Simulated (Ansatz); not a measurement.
## TiO2: the change of pressure and energy above lowest point with volume scale

Results calculated with Ansatz 0.2.0, not measured. Free energy against uniform scaling of the volume at fixed shape and fractions; periodic cell, basis, potentials, k mesh and filling as listed.

The cell before it is scaled or strained (space group C2/c, No. 15):
```
cell vectors (Å)
   2.7060    -2.7067     0.0000
   2.7060     2.7067     0.0000
  -2.6335     0.0000     4.7966
atoms (fractions of the cell vectors)
Ti  0.13411  0.86589  0.25000
Ti  0.86589  0.13411  0.75000
O   0.33122  0.08876  0.66715
O   0.66878  0.91124  0.33285
O   0.91124  0.66878  0.83285
O   0.08876  0.33122  0.16715
```

Settings of every row: functional PBEsol; dispersion none; potentials PAW; wave cutoff 500 eV; density cutoff 2000 eV; k mesh 6x6x4; k shift 0x0x0; occupations fixed; smearing width 0 eV; spin none.

Limits: the cell comes from a prototype or a list of computed structures and needn't be the stable phase.

| row | volume scale | V (Å³/atom) | pressure (GPa) | energy above lowest point (meV/atom) |
| --- | --- | --- | --- | --- |
| 1 | 0.92 | 10.774 | 11.45 | 16.9 |
| 2 | 0.9467 | 11.086 | 4.18 | 1.9 |
| 3 | 0.9733 | 11.398 | -2.1 | 0 |
| 4 | 1 | 11.711 | -7.54 | 9.5 |
| 5 | 1.0267 | 12.023 | -12.23 | 28.9 |
| 6 | 1.0533 | 12.335 | ? | ? |
| 7 | 1.08 | 12.647 | -19.79 | 92.1 |

Question: what pressure and energy above lowest point should row 6 give?

Worked fit of pressure. Take u = (V_r/V)^(2/3) − 1 with V_r = 11.555 Å³ an atom, which is twice the finite (Eulerian) strain; such expansions in the strain, on which the Birch-Murnaghan equation of state is built, carry the rest volume and the bulk modulus. The shown rows have u = 0.04776, 0.02801, 0.00916, -0.0089, -0.02612, -0.05842. Least squares give pressure = −4.928 + 301.01 × u + 841.7 × u² + 752 × u³ GPa; a parabola predicts inner rows, each left out in turn, worse (root mean square 0.035 against 0.0011 GPa). All shown rows lie on it to the printed digit. The pressure vanishes at u = 0.0157, or V = 11.29 Å³ an atom, and there the bulk modulus at fixed shape and fractions is B = −V dP/dV = (2/3)(1 + u) dP/du = 222 GPa. Letting shape and atoms relax would as a rule lower it, by much in layered, chain or molecular crystals. The withheld row has u = -0.04261, so the fit gives −4.928 + 301.01 × (-0.04261) + 841.7 × (-0.04261)² + 752 × (-0.04261)³ = -16.28 GPa.

The calculation gave -16.29 GPa. The fit lies 0.01 GPa (0.032 % of the column's range) above it, one unit of the last digit.

Worked fit of energy above lowest point. Take u = (V_r/V)^(2/3) − 1 with V_r = 11.555 Å³ an atom, which is twice the finite (Eulerian) strain; such expansions in the strain, on which the Birch-Murnaghan equation of state is built, carry the rest volume and the bulk modulus. The shown rows have u = 0.04776, 0.02801, 0.00916, -0.0089, -0.02612, -0.05842. Least squares give energy above lowest point = 3.45 − 531.9 × u + 16963 × u² + 1537 × u³ meV/atom; a parabola predicts inner rows, each left out in turn, worse (root mean square 0.077 against 0.033 meV/atom). All shown rows lie on it to the printed digit. Its lowest point lies at u = 0.0156, or V = 11.29 Å³ an atom, and the curvature there gives the bulk modulus at fixed shape and fractions, B = (4/9)(1 + u)² E″(u)/V = 222 GPa. Letting shape and atoms relax would as a rule lower it, by much in layered, chain or molecular crystals. The withheld row has u = -0.04261, so the fit gives 3.45 − 531.9 × (-0.04261) + 16963 × (-0.04261)² + 1537 × (-0.04261)³ = 56.8 meV/atom.

The calculation gave 56.8 meV/atom. The fit meets it to the printed digit.
